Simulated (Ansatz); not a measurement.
AlNi: density of states with PBEsol+U

AlNi:

```
Ni Al
1.0
     2.88100    0.00000    0.00000
     0.00000    2.88100    0.00000
     0.00000    0.00000    2.88100
Ni Al
1 1
Direct
  0.50000 0.50000 0.50000
  0.00000 0.00000 0.00000
```

```yaml
Program: Ansatz 0.2.0
Task: density of states
Functional: PBEsol
Potentials_or_basis: all-electron LAPW, scalar-relativistic
Cutoff: 255 eV (chosen from the basis error)
Basis_error_allowed: 0.001 eV/atom
k_mesh: 9 × 9 × 9
Occupations: fermi-dirac, width 0.05 eV
Spin: collinear spin, ferromagnetic start
Starting_moments: "[1.0, 0.0] μB"
Hubbard_terms: Ni d U = 8 eV
```

```yaml
Pressure: -4.5 GPa
Band_gap_on_the_k_mesh: none (metal or under the smearing width)
Net_moment: 0.00 μB per cell
Absolute_moment: 0.00 μB per cell
```

Levels at points of the mesh, in eV from the Fermi level:
Spin up:
| k point | band 10 | band 11 | band 12 | band 13 | band 14 | band 15 | band 16 | band 17 | band 18 | band 19 |
| --- | --- | --- | --- | --- | --- | --- | --- | --- | --- | --- |
| (0.00, 0.00, 0.00) | -4.55 | -4.55 | -2.57 | -2.57 | -2.57 | 6.05 | 6.05 | 6.05 | 8.90 | 8.90 |
Spin down:
```csv
k point,band 11,band 12,band 13,band 14,band 15,band 16,band 17,band 18
"(0.00, 0.00, 0.00)",-4.55,-2.57,-2.57,-2.57,6.05,6.05,6.05,8.90
```

States per cell in windows of 1 eV (zero at the Fermi level; states under -8 eV left out):
```csv
from (eV),up,down
-8.0,0.20,0.20
-7.0,0.39,0.39
-6.0,0.33,0.33
-5.0,1.34,1.34
-4.0,1.78,1.78
-3.0,1.54,1.54
-2.0,0.27,0.27
-1.0,0.40,0.40
0.0,0.26,0.26
1.0,0.14,0.14
2.0,0.21,0.21
3.0,0.44,0.44
4.0,0.38,0.38
5.0,0.40,0.40
```

Run time: 10 s on 2 threads of Arm Neoverse V2 (shared host), peak memory 0.39 GiB.

Caveat: the magnetic state may not be the lowest; U is the effective U less J, on atomic orbitals that reach past the spheres; the U is typed as a test and isn't derived for this compound; the starting moments weren't kept. The state reached can hang on the start; a lower one may exist.
